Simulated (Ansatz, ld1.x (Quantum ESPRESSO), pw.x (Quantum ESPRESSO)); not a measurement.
**nitrogen: does the TM potential hold in the solid?**

N, norm-conserving Troullier–Martins (Kleinman–Bylander form), made with ld1.x (Quantum ESPRESSO) 7.5 (PBE, scalar-relativistic). Core [He], reference 2s2 2p3. Waves: 2p (bound): rc 2.25 bohr; 3d channel at 0.15 Ry: rc 2.45 bohr; 2s (bound): rc 1.05 bohr. Local part: the s channel. Core correction: none.

Atomic tests: cutoffs needed: 50 Ry and 120 Ry (the cutoffs (Ry, on a coarse ladder) from which the occupation-weighted sum of valence levels, in a spherical-Bessel basis at the reference potential, stays within 10 and 1 mRy of its value at 400 Ry); ghost test: no extra level below or beside the all-electron valence levels (p, d, s, f tested) (spherical-Bessel basis up to 400 Ry, 20 bohr box); configuration tests: 1 of 7 tests not solved or not reliable.

Crystal test: bcc N in pw.x 7.5, no spin, 18³ k-points, Fermi–Dirac smearing 0.01 Ry, cutoffs 145/580 Ry. The reference is all-electron LAPW (Ansatz 0.2.0) with the same functional, mesh and smearing; V0 and B0 come from Birch–Murnaghan fits to the pressures at five volumes. Errors are pseudo minus all-electron; Δ is the rms difference of the E(V) curves that follow from these fits, minima aligned, over ±6 % about the mean V0. Mesh and smearing are coarse, so the numbers serve the comparison and aren't converged zero-temperature values; the lattice is a test structure that the element need not adopt. Spin polarisation is left out.

All-electron: a0 = 2.438 Å (V0 = 7.24 Å³/atom), B0 = 184.8 GPa.

How far does the potential miss the all-electron equation of state?

mean pressure error (GPa): +2.99; a0 (Å): 2.451; a0 error (%): +0.54; B0 error (%): -3.2; Δ (meV/atom): 4.7. The largest radius (2.45 bohr) exceeds half the bond length (2.00 bohr), so the spheres overlap, which is one possible source of error among others. This is a poor potential for the solid. Atomic configuration tests: 1 of 7 tests not solved or not reliable.

```tsv
V (Å³/atom)	P all-electron (GPa)	P pseudo (GPa)
6.885	10.40	13.69
7.066	4.82	7.96
7.247	-0.09	2.90
7.428	-4.43	-1.58
7.609	-8.24	-5.54
```

At the middle volume, how do free energy and pressure move when the wave cutoff is lowered (ecutrho kept at four times it)?

```csv
cutoff (Ry),shift of F (meV/atom),shift of P (GPa)
65,+76.2,-0.04
87,+51.4,-2.30
116,+8.8,-1.27
```

The run at the middle volume (195 k-points, 5 iterations) took about 16 s on one core of a shared host (Neoverse-V1, 32 threads, 247 GiB, load 30).
